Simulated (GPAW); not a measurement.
Runs of GPAW 26.7.0 on HfC. Symmetry: Fm-3m, No. 225, cubic system. The conventional cell has a = 4.650 Å, b = 4.650 Å, c = 4.650 Å, α = 90.00°, β = 90.00°, γ = 90.00°. Hf (site symmetry m-3m) is surrounded by 6 C at 2.33 Å. C (site symmetry m-3m) has 6 Hf at 2.33 Å as nearest neighbours. 

| task | level | potentials or basis | spin | cell | k mesh | cutoff (eV) | smearing | maxiter | optimizer | fmax | max steps | convergence | mesh quality | gap on the mesh (eV) | pressure (GPa) | relaxed volume (Å³/atom) |
| --- | --- | --- | --- | --- | --- | --- | --- | --- | --- | --- | --- | --- | --- | --- | --- | --- |
| relaxation of cell and atoms | LDA | the program's PAW data sets (release 1.2.1) made for this functional, pw | off | relaxed | 10 × 10 × 10 | 800 | fermi-dirac 0.05 eV | 150 | FIRE | 0.02 eV/Å | 100 | density=1e-05 forces=0.0001 | not flagged | none | 0.2 | (b) |
| band structure | LDA | the program's PAW data sets (release 1.2.1) made for this functional, pw | off | as given | 10 × 10 × 10 | 800 | fermi-dirac 0.05 eV | 150 | - | - | - | - | not flagged | - | -11.3 | - |
| band structure | PBEsol | PAW data sets generated in the run's folder for this functional, pw | off | as given | 10 × 10 × 10 | 800 | fermi-dirac 0.05 eV | 150 | - | - | - | - | not flagged | - | -5.3 | - |
| relaxation of cell and atoms | PBE | GPAW PAW data sets (gpaw-data 1.2.1), pw | off | relaxed to 10 GPa | 10 × 10 × 10 | 800 | fermi-dirac 0.05 eV | 150 | LBFGS | 0.02 eV/Å | 40 | density=1e-05 forces=0.0001 | not flagged | none | 10.2 | - |
| band structure | PBEsol | PAW data sets generated in the run's folder for this functional, pw | SOC, no magnetisation | as given | 7 × 7 × 7 | 800 | fermi-dirac 0.05 eV | 150 | - | - | - | - | not flagged | - | -5.3 | - |
| band structure | revPBE | the program's PAW data sets (release 1.2.1) made for this functional, pw | off | as given | 10 × 10 × 10 | 800 | fermi-dirac 0.05 eV | 150 | - | - | - | - | not flagged | - | 4.5 | - |
| relaxation of cell and atoms | RPBE | the program's PAW data sets (release 1.2.1) made for this functional, pw | off | relaxed | 10 × 10 × 10 | 800 | fermi-dirac 0.05 eV | 150 | BFGS | 0.05 eV/Å | 60 | density=1e-05 forces=0.0001 | not flagged | none | 0.1 | (a) |
| band structure | PBE | GPAW PAW data sets (gpaw-data 1.2.1), pw | SOC, no magnetisation | as given | 7 × 7 × 7 | 800 | fermi-dirac 0.05 eV | 150 | - | - | - | - | not flagged | - | 1.4 | - |
| single point | PBE0 | GPAW PAW data sets (gpaw-data 1.2.1), pw | off | as given | 4 × 4 × 4 | 600 | fermi-dirac 0.05 eV | 60 | - | - | - | - | coarse | none | - | - |
| single point | PBE | GPAW PAW data sets (gpaw-data 1.2.1), pw | off | as given | 10 × 10 × 10 | 800 | gaussian 0.011 eV | 150 | - | - | - | - | not flagged | none | 1.3 | - |
| band structure | RPBE | the program's PAW data sets (release 1.2.1) made for this functional, pw | off | as given | 10 × 10 × 10 | 800 | fermi-dirac 0.05 eV | 150 | - | - | - | - | not flagged | - | 5.7 | - |
| band structure | PBE | GPAW PAW data sets (gpaw-data 1.2.1), pw | off | as given | 10 × 10 × 10 | 800 | fermi-dirac 0.05 eV | 150 | - | - | - | - | not flagged | - | 1.3 | - |

Q: Fill in the values left out.

A: (a) 12.87; (b) 11.99.

Caveats: some runs use coarse meshes; spin-orbit coupling is left out, which moves the levels of the heavy elements (some runs); later steps reuse the first step's grids (some runs); spin-orbit coupling was added after a scalar SCF, so levels and gaps hold it while energy, forces, pressure and moments don't (some runs); this program's spin-orbit splittings come out too wide for heavy elements (some runs); exact exchange converges slowly with the k mesh, and this mesh is small (some runs); the PAW data sets were made with another functional, which shifts forces and pressure a little (some runs).

A k mesh can miss the band edges, and rows without SOC leave out spin-orbit coupling on Hf.

A gap of «none» marks a metal or a gap under the smearing width.
